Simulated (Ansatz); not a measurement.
Crystal: Gd.

```
Gd
1.0
     3.63600    0.00000    0.00000
    -1.81800    3.14887    0.00000
     0.00000    0.00000    5.78260
Gd
2
Direct
  0.66667 0.33333 0.75000
  0.33333 0.66667 0.25000
```

```yaml
Program: Ansatz 0.2.0
Task: single point
Functional: PBE
Potentials_or_basis: Ansatz PAW
Cutoff: "420 eV (not typed: the program's choice for these potentials)"
k_mesh: 8 × 8 × 5
Occupations: fermi-dirac, width 0.05 eV
Spin: collinear spin, ferromagnetic start
Starting_moments: "[7.0, 7.0] μB"
```

On this cell: pressure 0.6 GPa; largest force under 0.003 eV/Å; net moment 15.24 μB per cell; site moments Gd +7.34 μB; band gap on the k mesh none (metal or under the smearing width).

The same run follows on a disturbed copy (atoms moved at random, drawn with an rms of 0.05 Å):

```
Gd
1.0
     3.63600    0.00000    0.00000
    -1.81800    3.14887    0.00000
     0.00000    0.00000    5.78260
Gd
2
Direct
  0.66808 0.35251 0.75466
  0.32949 0.65511 0.25373
```

Task: What changes?

Result: The energy (extrapolated to zero smearing) moves by +2.7 meV/atom; pressure 0.6 GPa; largest force 0.100 eV/Å; net moment 15.24 μB per cell; site moments Gd +7.33 μB; band gap on the k mesh none (metal or under the smearing width).

Forces in eV/Å, atoms in the order of the input:
```
Gd   0.038 -0.092 -0.014
Gd  -0.038  0.092  0.014
```

Stress tensor (GPa, compression positive):
```
 0.80 -0.13  0.00
-0.13  0.10  0.01
 0.00  0.01  0.83
```

Caveats: spin-orbit coupling is left out, which moves the levels of the heavy elements.
